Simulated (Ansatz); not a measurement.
# Converging the field response of a SrO (001) film, part 2 of 3

Which settings does the induced dipole of a SrO (001) film need, and which can be cut?

Ansatz 0.2.0; plane-wave DFT, PBE, Ansatz PAW (the session's first sound run).

So far, equivalent conductor thickness p/(ε₀AE) (Å): step 2 (run, setting first choice) 10.6; step 6 (run, box 28.3 Å (run 3)) 13.0; step 7 (single point, box 28.3 Å (run 2)) 10.9; step 8 (run, box 28.3 Å (run 4)) 10.6; step 9 (run, box 28.3 Å (run 5)) 10.6.

**10. Run, box 20.3 Å**

The cell differs from the one that the last finished run ended in (c 28.320 → 20.320 Å).

File input.yaml:

```yaml
crystal:
  lattice:
    - [3.64867099, 0.0, 0.0]
    - [0.0, 3.64867099, 0.0]
    - [0.0, 0.0, 20.32]
  atoms:
    - { symbol: Sr, position: [0.5, 0.5, 0.2460629921] }
    - { symbol: O, position: [0.0, 0.0, 0.2460629921] }
    - { symbol: Sr, position: [0.0, 0.0, 0.3730314961] }
    - { symbol: O, position: [0.5, 0.5, 0.3730314961] }
    - { symbol: Sr, position: [0.5, 0.5, 0.5] }
    - { symbol: O, position: [0.0, 0.0, 0.5] }
    - { symbol: Sr, position: [0.0, 0.0, 0.6269685039] }
    - { symbol: O, position: [0.5, 0.5, 0.6269685039] }
    - { symbol: Sr, position: [0.5, 0.5, 0.7539370079] }
    - { symbol: O, position: [0.0, 0.0, 0.7539370079] }
kpoints:
  mp_grid: { grid: [8, 8, 1] }
hamiltonian:
  xc: pbe
scf:
  occupations: { method: fixed }
  convergence: { dr2_threshold: 1.0e-10 }
efield:
  axis: 3
  dipole_correction: true
  ramp_position: 0.97
  ramp_width: 0.06
  amplitude: 0.1
output:
  write_potential: true
  write_density: true
  volumetric_format: npy
```

Launch:

```bash
$ ansatz run input.yaml --threads 4 --pin off --max-ram 6144MiB --backend cpu --events-out ev --progress --plain --runs-dir out
```

Numbers of over 12 decimals in the logs are rounded to 6 here.

What it wrote:

```text
[...]
Crystal: 10 atoms, lattice volume = 270.516 Å³
Basis set: ecut = 420 eV, 5299 PW (Γ)
Bands: 50, of which v1, the nominal top of the filled ones, is band 40 counted from 1 (39 counted from 0)
Symmetry: 8 space group operations
k-points: 15 of 64
[...]
k-point 0: bands = [... 36 lower, 3.6484, 3.6484, 3.9027, 3.9027, 6.1357, 6.7717, 6.9114, 7.3581, ... 6 higher]
  k-point 1: bands = [... 36 lower, 3.4096, 3.4881, 3.6051, 3.7425, 6.3350, 6.9743, 7.3196, 7.7446, ... 6 higher]
  k-point 2: bands = [... 36 lower, 3.0887, 3.1318, 3.3612, 3.3862, 6.8526, 7.4864, 8.3629, 8.7239, ... 6 higher]
  k-point 14: bands = [... 36 lower, 3.4095, 3.6505, 3.6505, 3.6629, 7.0951, 7.0951, 7.9572, 7.9572, ... 6 higher]
[key lines of the parts left out:]
SCF converged after 15 iterations
Free energy (F): -20572.286911 eV
Fermi energy:    3.902669 eV
Dipole field:    D = 0.051744 V/Å  (p = 0.077356 e·Å, saw-weighted, corrected)
```

It took 5.5 s on 4 threads of Intel Xeon Platinum 8488C (Sapphire Rapids), shared host; peak memory 0.71 GiB.

The dipole corresponds to a conductor 10.514 Å thick, -0.44 % from the first choice, at 0.77 times its CPU time.

**11. Run, box 24.3 Å**

The cell differs from the one that the last finished run ended in (c 20.320 → 24.320 Å).

input.yaml, the sections that differ from step 10:

```yaml
crystal:
  lattice:
    - [3.64867099, 0.0, 0.0]
    - [0.0, 3.64867099, 0.0]
    - [0.0, 0.0, 24.32]
  atoms:
    - { symbol: Sr, position: [0.5, 0.5, 0.2878289474] }
    - { symbol: O, position: [0.0, 0.0, 0.2878289474] }
    - { symbol: Sr, position: [0.0, 0.0, 0.3939144737] }
    - { symbol: O, position: [0.5, 0.5, 0.3939144737] }
    - { symbol: Sr, position: [0.5, 0.5, 0.5] }
    - { symbol: O, position: [0.0, 0.0, 0.5] }
    - { symbol: Sr, position: [0.0, 0.0, 0.6060855263] }
    - { symbol: O, position: [0.5, 0.5, 0.6060855263] }
    - { symbol: Sr, position: [0.5, 0.5, 0.7121710526] }
    - { symbol: O, position: [0.0, 0.0, 0.7121710526] }
# kpoints, hamiltonian, scf, efield, output: as in step 10
```

What it wrote:

```text
[...]
Crystal: 10 atoms, lattice volume = 323.767 Å³
Basis set: ecut = 420 eV, 6313 PW (Γ)
Bands: 50, of which v1, the nominal top of the filled ones, is band 40 counted from 1 (39 counted from 0)
Symmetry: 8 space group operations
k-points: 15 of 64
[...]
k-point 0: bands = [... 36 lower, 2.4109, 2.4109, 2.6645, 2.6645, 4.9166, 5.4396, 5.6730, 6.1200, ... 6 higher]
  k-point 1: bands = [... 36 lower, 2.1710, 2.2505, 2.3668, 2.5043, 5.1121, 5.6449, 6.0812, 6.5064, ... 6 higher]
  k-point 2: bands = [... 36 lower, 1.8510, 1.8942, 2.1227, 2.1480, 5.6254, 6.1652, 7.1243, 7.1895, ... 6 higher]
  k-point 14: bands = [... 36 lower, 2.1718, 2.4124, 2.4124, 2.4245, 5.8566, 5.8566, 6.7198, 6.7198, ... 6 higher]
[key lines of the parts left out:]
SCF converged after 15 iterations
Free energy (F): -20572.286983 eV
Fermi energy:    2.664474 eV
Dipole field:    D = 0.043428 V/Å  (p = 0.077704 e·Å, saw-weighted, corrected)
```

Wall time 6.4 s (4 threads); peak memory 0.78 GiB; 24 s of CPU time.

The dipole corresponds to a conductor 10.562 Å thick, +0.01 % from the first choice, at 0.91 times its CPU time.

**12. Run, box 36.3 Å**

The cell differs from the one that the last finished run ended in (c 24.320 → 36.320 Å).

input.yaml, the sections that differ from step 11:

```yaml
crystal:
  lattice:
    - [3.64867099, 0.0, 0.0]
    - [0.0, 3.64867099, 0.0]
    - [0.0, 0.0, 36.32]
  atoms:
    - { symbol: Sr, position: [0.5, 0.5, 0.3579295154] }
    - { symbol: O, position: [0.0, 0.0, 0.3579295154] }
    - { symbol: Sr, position: [0.0, 0.0, 0.4289647577] }
    - { symbol: O, position: [0.5, 0.5, 0.4289647577] }
    - { symbol: Sr, position: [0.5, 0.5, 0.5] }
    - { symbol: O, position: [0.0, 0.0, 0.5] }
    - { symbol: Sr, position: [0.0, 0.0, 0.5710352423] }
    - { symbol: O, position: [0.5, 0.5, 0.5710352423] }
    - { symbol: Sr, position: [0.5, 0.5, 0.6420704846] }
    - { symbol: O, position: [0.0, 0.0, 0.6420704846] }
# kpoints, hamiltonian, scf, efield, output: as in step 11
```

What it wrote:

```text
[...]
Crystal: 10 atoms, lattice volume = 483.521 Å³
Basis set: ecut = 420 eV, 9409 PW (Γ)
Bands: 50, of which v1, the nominal top of the filled ones, is band 40 counted from 1 (39 counted from 0)
Symmetry: 8 space group operations
k-points: 15 of 64
[...]
k-point 0: bands = [... 36 lower, 0.3337, 0.3337, 0.5873, 0.5873, 2.8315, 3.3587, 3.5963, 3.6778, ... 6 higher]
  k-point 1: bands = [... 36 lower, 0.0939, 0.1733, 0.2896, 0.4271, 3.0253, 3.5676, 3.8615, 4.0045, ... 6 higher]
  k-point 2: bands = [... 36 lower, -0.2261, -0.1830, 0.0456, 0.0708, 3.5382, 4.0919, 4.3935, 5.0478, ... 6 higher]
  k-point 14: bands = [... 36 lower, 0.0946, 0.3352, 0.3352, 0.3473, 3.7799, 3.7799, 4.6428, 4.6428, ... 6 higher]
[key lines of the parts left out:]
SCF converged after 15 iterations
Free energy (F): -20572.286994 eV
Fermi energy:    0.587283 eV
Dipole field:    D = 0.029079 V/Å  (p = 0.077703 e·Å, saw-weighted, corrected)
```

Wall time 9.5 s (4 threads); peak memory 1 GiB.

The dipole corresponds to a conductor 10.562 Å thick, +0.00 % from the first choice, at 1.4 times its CPU time.

**13. Run, box 28.3 Å (run 6)**

input.yaml, the sections that differ from step 12:

```yaml
crystal:
  lattice:
    - [3.64867099, 0.0, 0.0]
    - [0.0, 3.64867099, 0.0]
    - [0.0, 0.0, 28.32]
  atoms:
    - { symbol: Sr, position: [0.5, 0.5, 0.3177966102] }
    - { symbol: O, position: [0.0, 0.0, 0.3177966102] }
    - { symbol: Sr, position: [0.0, 0.0, 0.4088983051] }
    - { symbol: O, position: [0.5, 0.5, 0.4088983051] }
    - { symbol: Sr, position: [0.5, 0.5, 0.5] }
    - { symbol: O, position: [0.0, 0.0, 0.5] }
    - { symbol: Sr, position: [0.0, 0.0, 0.5911016949] }
    - { symbol: O, position: [0.5, 0.5, 0.5911016949] }
    - { symbol: Sr, position: [0.5, 0.5, 0.6822033898] }
    - { symbol: O, position: [0.0, 0.0, 0.6822033898] }
efield:
  axis: 3
  dipole_correction: true
  ramp_position: 0.97
  ramp_width: 0.06
  amplitude: 0.005
# kpoints, hamiltonian, scf, output: as in step 12
```

What it wrote:

```text
[...]
Crystal: 10 atoms, lattice volume = 377.018 Å³
Basis set: ecut = 420 eV, 7367 PW (Γ)
Bands: 50, of which v1, the nominal top of the filled ones, is band 40 counted from 1 (39 counted from 0)
Symmetry: 8 space group operations
k-points: 15 of 64
[...]
k-point 0: bands = [... 36 lower, 1.6439, 1.6439, 1.6574, 1.6574, 4.2475, 4.3501, 4.7963, 5.2322, ... 6 higher]
  k-point 1: bands = [... 36 lower, 1.3396, 1.3751, 1.4837, 1.4971, 4.4595, 4.5387, 5.2050, 5.6187, ... 6 higher]
  k-point 2: bands = [... 36 lower, 1.0012, 1.1275, 1.1407, 1.1824, 4.9888, 5.0431, 6.2211, 6.2501, ... 6 higher]
  k-point 14: bands = [... 36 lower, 1.3838, 1.4226, 1.4226, 1.4816, 4.9769, 4.9769, 5.8324, 5.8324, ... 6 higher]
[key lines of the parts left out:]
SCF converged after 14 iterations
Free energy (F): -20572.283037 eV
Fermi energy:    1.657385 eV
Dipole field:    D = 0.001864 V/Å  (p = 0.003884 e·Å, saw-weighted, corrected)
```

The job ended after 6.7 s (4 threads; peak memory 0.86 GiB).

The dipole corresponds to a conductor 10.559 Å thick, -0.02 % from the first choice, at 0.96 times its CPU time.

**14. Single point, box 28.3 Å (run 3)**

input.yaml: that of step 13 with these lines changed.

```diff
@@ -28,3 +28,3 @@
   ramp_width: 0.06
-  amplitude: 0.005
+  amplitude: 0.03
 output:
```

What it wrote:

```text
[...]
Crystal: 10 atoms, lattice volume = 377.018 Å³
Basis set: ecut = 420 eV, 7367 PW (Γ)
Bands: 50, of which v1, the nominal top of the filled ones, is band 40 counted from 1 (39 counted from 0)
Symmetry: 8 space group operations
k-points: 15 of 64
[...]
k-point 0: bands = [... 36 lower, 1.6124, 1.6124, 1.6887, 1.6887, 4.2061, 4.3896, 4.7954, 5.2322, ... 6 higher]
  k-point 1: bands = [... 36 lower, 1.3191, 1.3968, 1.4522, 1.5285, 4.4101, 4.5863, 5.2040, 5.6186, ... 6 higher]
  k-point 2: bands = [... 36 lower, 0.9963, 1.0959, 1.1721, 1.1880, 4.9300, 5.1004, 6.1897, 6.2489, ... 6 higher]
  k-point 14: bands = [... 36 lower, 1.3629, 1.4436, 1.4436, 1.4876, 4.9762, 4.9762, 5.8324, 5.8324, ... 6 higher]
[key lines of the parts left out:]
SCF converged after 15 iterations
Free energy (F): -20572.283377 eV
Fermi energy:    1.688682 eV
Dipole field:    D = 0.011185 V/Å  (p = 0.023305 e·Å, saw-weighted, corrected)
```

It took 7.3 s on 4 threads; peak memory 0.86 GiB; 28 s of CPU time.

The dipole corresponds to a conductor 10.559 Å thick, -0.02 % from the first choice, at 1.0 times its CPU time.

**15. Single point, box 28.3 Å (run 4)**

input.yaml: that of step 14 with these lines changed.

```diff
@@ -28,3 +28,3 @@
   ramp_width: 0.06
-  amplitude: 0.03
+  amplitude: 0.3
 output:
```

What it wrote:

```text
[...]
Crystal: 10 atoms, lattice volume = 377.018 Å³
Basis set: ecut = 420 eV, 7367 PW (Γ)
Bands: 50, of which v1, the nominal top of the filled ones, is band 40 counted from 1 (39 counted from 0)
Symmetry: 8 space group operations
k-points: 15 of 64
[...]
k-point 0: bands = [... 36 lower, 1.4028, 1.4877, 2.0208, 2.0208, 3.3898, 4.2910, 4.7048, 4.9812, ... 6 higher]
  k-point 1: bands = [... 36 lower, 1.2472, 1.4798, 1.7175, 1.8607, 3.5702, 4.4844, 5.1103, 5.2172, ... 6 higher]
  k-point 2: bands = [... 36 lower, 0.8993, 1.1434, 1.4408, 1.5044, 4.0787, 5.0131, 5.7667, 6.1442, ... 6 higher]
  k-point 14: bands = [... 36 lower, 1.1789, 1.7472, 1.7601, 1.7601, 4.9079, 4.9079, 5.8279, 5.8279, ... 6 higher]
[key lines of the parts left out:]
SCF converged after 15 iterations
Free energy (F): -20572.318024 eV
Fermi energy:    2.020828 eV
Dipole field:    D = 0.112115 V/Å  (p = 0.233596 e·Å, saw-weighted, corrected)
```

Wall time 7.8 s (4 threads); peak memory 0.85 GiB.

The dipole corresponds to a conductor 10.584 Å thick, +0.21 % from the first choice, at 1.1 times its CPU time.

**16. Single point, box 28.3 Å (run 5)**

input.yaml: that of step 15 with these lines changed.

```diff
@@ -22,3 +22,3 @@
   occupations: { method: fixed }
-  convergence: { dr2_threshold: 1.0e-10 }
+  convergence: { dr2_threshold: 0.0001 }
 efield:
@@ -28,3 +28,3 @@
   ramp_width: 0.06
-  amplitude: 0.3
+  amplitude: 0.1
 output:
```

What it wrote:

```text
[...]
Crystal: 10 atoms, lattice volume = 377.018 Å³
Basis set: ecut = 420 eV, 7367 PW (Γ)
Bands: 50, of which v1, the nominal top of the filled ones, is band 40 counted from 1 (39 counted from 0)
Symmetry: 8 space group operations
k-points: 15 of 64
[...]
k-point 0: bands = [... 36 lower, 1.5202, 1.5202, 1.7742, 1.7742, 4.0257, 4.5495, 4.7826, 5.1968, ... 6 higher]
  k-point 1: bands = [... 36 lower, 1.2804, 1.3599, 1.4766, 1.6141, 4.2202, 4.7577, 5.1907, 5.4044, ... 6 higher]
  k-point 2: bands = [... 36 lower, 0.9605, 1.0037, 1.2321, 1.2578, 4.7332, 5.2812, 5.9539, 6.2341, ... 6 higher]
  k-point 14: bands = [... 36 lower, 1.2813, 1.5222, 1.5222, 1.5338, 4.9663, 4.9663, 5.8300, 5.8300, ... 6 higher]
[key lines of the parts left out:]
SCF converged after 9 iterations
Free energy (F): -20572.286902 eV
Fermi energy:    1.774193 eV
Dipole field:    D = 0.037193 V/Å  (p = 0.077493 e·Å, saw-weighted, corrected)
```

Wall time 6.5 s (4 threads); peak memory 0.85 GiB.

The dipole corresponds to a conductor 10.533 Å thick, -0.27 % from the first choice, at 0.94 times its CPU time.

**17. Single point, box 28.3 Å (run 6)**

input.yaml: that of step 16 with these lines changed.

```diff
@@ -22,3 +22,3 @@
   occupations: { method: fixed }
-  convergence: { dr2_threshold: 0.0001 }
+  convergence: { dr2_threshold: 1.0e-06 }
 efield:
```

What it wrote:

```text
[...]
Crystal: 10 atoms, lattice volume = 377.018 Å³
Basis set: ecut = 420 eV, 7367 PW (Γ)
Bands: 50, of which v1, the nominal top of the filled ones, is band 40 counted from 1 (39 counted from 0)
Symmetry: 8 space group operations
k-points: 15 of 64
[...]
k-point 0: bands = [... 36 lower, 1.5228, 1.5228, 1.7766, 1.7766, 4.0250, 4.5499, 4.7855, 5.1955, ... 6 higher]
  k-point 1: bands = [... 36 lower, 1.2831, 1.3625, 1.4790, 1.6164, 4.2194, 4.7580, 5.1937, 5.4029, ... 6 higher]
  k-point 2: bands = [... 36 lower, 0.9631, 1.0062, 1.2348, 1.2601, 4.7322, 5.2813, 5.9521, 6.2371, ... 6 higher]
  k-point 14: bands = [... 36 lower, 1.2839, 1.5246, 1.5246, 1.5366, 4.9691, 4.9691, 5.8321, 5.8321, ... 6 higher]
[key lines of the parts left out:]
SCF converged after 11 iterations
Free energy (F): -20572.286912 eV
Fermi energy:    1.776595 eV
Dipole field:    D = 0.037300 V/Å  (p = 0.077716 e·Å, saw-weighted, corrected)
```

It took 6.4 s on 4 threads; peak memory 0.86 GiB.

The dipole corresponds to a conductor 10.563 Å thick, +0.02 % from the first choice, at 0.91 times its CPU time.

**18. Single point, box 28.3 Å (run 7)**

input.yaml: that of step 17 with these lines changed.

```diff
@@ -22,3 +22,3 @@
   occupations: { method: fixed }
-  convergence: { dr2_threshold: 1.0e-06 }
+  convergence: { dr2_threshold: 1.0e-08 }
 efield:
```

What it wrote:

```text
[...]
Crystal: 10 atoms, lattice volume = 377.018 Å³
Basis set: ecut = 420 eV, 7367 PW (Γ)
Bands: 50, of which v1, the nominal top of the filled ones, is band 40 counted from 1 (39 counted from 0)
Symmetry: 8 space group operations
k-points: 15 of 64
[...]
k-point 0: bands = [... 36 lower, 1.5229, 1.5229, 1.7765, 1.7765, 4.0251, 4.5500, 4.7855, 5.1955, ... 6 higher]
  k-point 1: bands = [... 36 lower, 1.2831, 1.3626, 1.4790, 1.6164, 4.2195, 4.7580, 5.1937, 5.4029, ... 6 higher]
  k-point 2: bands = [... 36 lower, 0.9631, 1.0063, 1.2348, 1.2600, 4.7323, 5.2813, 5.9522, 6.2371, ... 6 higher]
  k-point 14: bands = [... 36 lower, 1.2840, 1.5245, 1.5245, 1.5366, 4.9691, 4.9691, 5.8321, 5.8321, ... 6 higher]
[key lines of the parts left out:]
SCF converged after 13 iterations
Free energy (F): -20572.286912 eV
Fermi energy:    1.776545 eV
Dipole field:    D = 0.037293 V/Å  (p = 0.077701 e·Å, saw-weighted, corrected)
```

Run time: 6.9 s. Hardware: 4 threads; peak memory 0.85 GiB; 27 s of CPU time.

The dipole corresponds to a conductor 10.561 Å thick, +0.00 % from the first choice, at 0.99 times its CPU time.

**19. Single point, box 28.3 Å (run 8)**

This step: plane-wave DFT, LDA, Ansatz PAW (Ansatz 0.2.0).

input.yaml: that of step 18 with these lines changed.

```diff
@@ -19,6 +19,6 @@
 hamiltonian:
-  xc: pbe
+  xc: lda
 scf:
   occupations: { method: fixed }
-  convergence: { dr2_threshold: 1.0e-08 }
+  convergence: { dr2_threshold: 1.0e-10 }
 efield:
```

What it wrote:

```text
[...]
Crystal: 10 atoms, lattice volume = 377.018 Å³
Basis set: ecut = 420 eV, 7367 PW (Γ)
Bands: 50, of which v1, the nominal top of the filled ones, is band 40 counted from 1 (39 counted from 0)
Symmetry: 8 space group operations
k-points: 15 of 64
[...]
k-point 0: bands = [... 36 lower, 1.1335, 1.1335, 1.3838, 1.3838, 3.7874, 4.2511, 4.2673, 4.6998, ... 6 higher]
  k-point 1: bands = [... 36 lower, 0.8911, 0.9700, 1.0761, 1.2205, 4.0023, 4.4983, 4.6678, 5.0940, ... 6 higher]
  k-point 2: bands = [... 36 lower, 0.5684, 0.6071, 0.8421, 0.8577, 4.5298, 5.0437, 5.7266, 5.8905, ... 6 higher]
  k-point 14: bands = [... 36 lower, 0.8929, 1.1295, 1.1295, 1.1496, 4.4460, 4.4460, 5.3319, 5.3319, ... 6 higher]
[key lines of the parts left out:]
SCF converged after 14 iterations
Free energy (F): -20012.718027 eV
Fermi energy:    1.383806 eV
Dipole field:    D = 0.037220 V/Å  (p = 0.077548 e·Å, saw-weighted, corrected)
```

It took 7.7 s on 4 threads; peak memory 0.84 GiB; 29 s of CPU time.

The dipole corresponds to a conductor 10.541 Å thick, -0.19 % from the first choice, at 1.1 times its CPU time.

(Continued in part 3 of 3.)

[Logs are printed without paths, hosts, clocks, repeated set-up lines and the standing remarks that a program may print on its own settings, such as how far it seeks lower states.]

[Hosts, paths, dates, database ids (printed as entryN), source tags and the programs' standing remarks are cut or masked in the printed files.]

[Maps of the electrostatic potential energy from Ansatz leave out the sawtooth potential of an applied field or a dipole correction, so their vacuum need not be flat; planar profiles and work functions include it.]
